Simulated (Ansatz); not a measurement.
**SrCl2 in Ansatz: convergence with smearing width**

Input of the first run (smearing width 0.3 eV); the others differ in this setting and in those tied to it:

input.yaml

```yaml
crystal:
  lattice:
    - [0.0, 3.48835, 3.48835]
    - [3.48835, 0.0, 3.48835]
    - [3.48835, 3.48835, 0.0]
  atoms:
    - { symbol: Sr, position: [-0.009724, -0.000224, -0.000708] }
    - { symbol: Cl, position: [0.749412, 0.755929, 0.748805] }
    - { symbol: Cl, position: [0.260375, 0.250314, 0.244468] }
hamiltonian:
  xc: lda
  pseudopotentials: { kind: paw }
kpoints:
  mp_grid: { grid: [5, 5, 5] }
scf:
  occupations: { method: cold, width: 0.3 }
output:
  forces: true
  stress: true
  eigenvalues: true
```

Potentials or basis: Ansatz PAW.

The run is started by

```sh
$ ansatz run input.yaml --threads 2 --pin off --max-ram 5632MiB --backend cpu --events-out ev --progress --plain --runs-dir out
```

The cell isn't the ideal one: atoms moved at random, drawn with an rms of 0.05 Å.

Hardware: 2 threads of Arm Neoverse V2 (shared host).

```
smearing width  energy less the tightest run, at zero smearing (meV/atom)  SCF cycles  CPU time (s)  peak memory (GiB)
        0.3 eV                                                       0.00           6           9.2               0.37
        0.2 eV                                                       0.00           6           9.2               0.37
       0.15 eV                                                       0.00           6           9.2               0.37
        0.1 eV                                                       0.00           6           9.2               0.37
       0.05 eV                                                       0.00           6           9.4               0.37
      0.025 eV                                                       0.00           6           9.3               0.37
       0.01 eV                                                       0.00           6           9.7               0.37
      0.005 eV                                                       0.00           6           9.6               0.37
```

Against the tightest run, the energy stays within 1 meV/atom from 0.3 eV on. The tightest run that finished is the yardstick and may itself not be fully converged.

Caveat, for the tightest run too: odd divisions of the mesh miss points on the zone boundary, where band edges often lie, so the gap on the mesh can be too wide.
